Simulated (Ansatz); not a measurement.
Structure: CsCl in the CsCl-type structure, at its r2SCAN minimum. It is cubic, Pm-3m (No. 221); conventional cell a = 4.141 Å, 35.50 Å³ an atom. Cs is surrounded by 8 Cl at 3.59 Å; Cl is surrounded by 8 Cs at 3.59 Å.

```cif
data_structure
_symmetry_space_group_name_H-M 'Pm-3m'
_symmetry_Int_Tables_number 221
_cell_length_a 4.1407
_cell_length_b 4.1407
_cell_length_c 4.1407
_cell_angle_alpha 90.000
_cell_angle_beta 90.000
_cell_angle_gamma 90.000
_cell_volume 70.99
loop_
_atom_site_label
_atom_site_type_symbol
_atom_site_symmetry_multiplicity
_atom_site_Wyckoff_symbol
_atom_site_fract_x
_atom_site_fract_y
_atom_site_fract_z
_atom_site_occupancy
Cs1 Cs 1 a 0.00000 0.00000 0.00000 1
Cl1 Cl 1 b 0.50000 0.50000 0.50000 1
```

3 runs of the PAW code Ansatz on this cell differ in the functional (and in the settings that go with it). Levels are in eV from each run's valence top; v1 is the last filled band, c1 the first empty one.

Run A, mean stress +0.3 GPa (compression positive):

| point | v5 | v3 | v1 | c1 | c2 | c3 |
| --- | --- | --- | --- | --- | --- | --- |
| Γ | -6.07 | 0.00 | 0.00 | 7.25 | 7.44 | 7.44 |
| X | -5.91 | -1.22 | -0.24 | 8.52 | 9.72 | 10.94 |
| M | -6.88 | -0.46 | -0.07 | 8.00 | 8.08 | 10.14 |
| R | -6.61 | -1.14 | -1.14 | 10.68 | 10.68 | 10.68 |

Run B, mean stress +0.8 GPa (compression positive):

| point | v5 | v3 | v1 | c1 | c2 | c3 |
| --- | --- | --- | --- | --- | --- | --- |
| Γ | -5.88 | 0.00 | 0.00 | 5.21 | 5.41 | 5.41 |
| X | -5.74 | -1.14 | -0.22 | 6.42 | 7.56 | 8.81 |
| M | -6.62 | -0.42 | -0.05 | 5.94 | 6.02 | 7.96 |
| R | -6.39 | -1.06 | -1.06 | 8.45 | 8.45 | 8.45 |

Run C, mean stress +0.4 GPa (compression positive):

| point | v5 | v3 | v1 | c1 | c2 | c3 |
| --- | --- | --- | --- | --- | --- | --- |
| Γ | -6.07 | 0.00 | 0.00 | 6.53 | 6.69 | 6.69 |
| X | -5.91 | -1.19 | -0.23 | 7.76 | 8.96 | 10.19 |
| M | -6.87 | -0.45 | -0.06 | 7.26 | 7.34 | 9.38 |
| R | -6.60 | -1.12 | -1.12 | 9.91 | 9.91 | 9.91 |

Task: Match the runs to PBE, HSE06, PBE0.

Result: A is PBE0, B is PBE, C is HSE06. In order of the gap: PBE 5.21, HSE06 6.53, PBE0 7.25 eV.

Calculated for a static, non-magnetic cell.

Spin-orbit coupling is left out.

The stress of a hybrid is loosely converged in these runs.

The meshes of the hybrids are coarse, so their gaps aren't converged to the digits shown.
